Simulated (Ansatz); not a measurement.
# HW3C3: the cost of one run

Method: DFT PBEsol, scalar-relativistic, plane waves, PAW, in Ansatz 0.2.0.

5 further runs of the same task are left out: 2 that didn't finish, 3 set aside as unsound or not needed. Runs told in other sessions of the task aren't counted.

## Step 1: The system as given

The structure is trigonal, space group P3m1 (No. 156). The conventional cell has a = 2.898 Å, b = 2.898 Å, c = 24.069 Å, α = 90.00°, β = 90.00°, γ = 120.00°. C (site symmetry 3m) has 3 W at 2.19 Å in its first shell of neighbours. W (site symmetry 3m) is surrounded by 6 C at 2.19 Å. C (site symmetry 3m) is surrounded by 6 W at 2.19 Å. W (site symmetry 3m) has 6 C at 2.19 to 2.21 Å in its first shell of neighbours. Around C (site symmetry 3m) lie 6 W at 2.15 to 2.21 Å. W (site symmetry 3m) is surrounded by 3 C at 2.15 Å.

Coordinates:

```
CELL_PARAMETERS angstrom
2.89841 0.00000 0.00000
-1.44921 2.51010 0.00000
0.00000 0.00000 24.06903
ATOMIC_POSITIONS crystal
C 0.66667 0.33333 0.35315
W 0.00000 0.00000 0.41189
C 0.66667 0.33333 0.47063
W 0.00000 0.00000 0.52913
C 0.66667 0.33333 0.58909
W 0.00000 0.00000 0.64524
```

Planes are indexed in the bulk's conventional cell (P-6m2 (No. 187)), a = 2.898 Å, b = 2.898 Å, c = 2.828 Å, α = 90.00°, β = 90.00°, γ = 120.00°.

It is a (001) slab, 7.1 Å thick as cut, with 17 Å of vacuum; its outer planes are W (top) and C (bottom). An earlier relaxation, lower half held, gave -31505.5211 eV, work function 5.08 eV (top face), 6.32 eV (bottom face), dipole along +c 0.050 e·Å per cell.

## Step 2: H put at a top (W) site

The input, input.yaml:

```yaml
crystal:
  lattice:
    - [2.898413667, 0.0, 0.0]
    - [-1.4492068335, 2.5100998663, 0.0]
    - [0.0, 0.0, 26.069029759]
  atoms:
    - { symbol: C, position: [0.6666666667, 0.3333333333, 0.3260573976] }
    - { symbol: W, position: [0.0, 0.0, 0.380290561] }
    - { symbol: C, position: [0.6666666667, 0.3333333333, 0.4345237245] }
    - { symbol: W, position: [0.0, 0.0, 0.4885334786] }
    - { symbol: C, position: [0.6666666667, 0.3333333333, 0.5438983226] }
    - { symbol: W, position: [0.0, 0.0, 0.5957337303] }
    - { symbol: H, position: [0.0, 0.0, 0.6701515364] }
basis:
  ecutwfc: 420
kpoints:
  mp_grid: { grid: [12, 12, 1] }
hamiltonian:
  xc: pbesol
scf:
  occupations: { method: gaussian, width: 0.1 }
output:
  forces: true
  eigenvalues: true
  write_density: true
  write_potential: true
  elf: true
  volumetric_format: npy
relax:
  adjacent_minimum: "off"
  f_tol: 0.03
  max_steps: 70
  constraints: [{ sites: [0, 1, 2] }]
efield:
  axis: 3
  dipole_correction: true
  ramp_width: 0.04
```

Launch:

```
$ ansatz run input.yaml --threads 2 --pin off --max-ram 5120MiB --backend cpu --events-out ev --progress --plain --runs-dir out
```

What time and memory should one allow on 2 threads of Intel Xeon 6975P-C (Granite Rapids), shared host?

About 17 s, with a peak of 0.54 GiB.
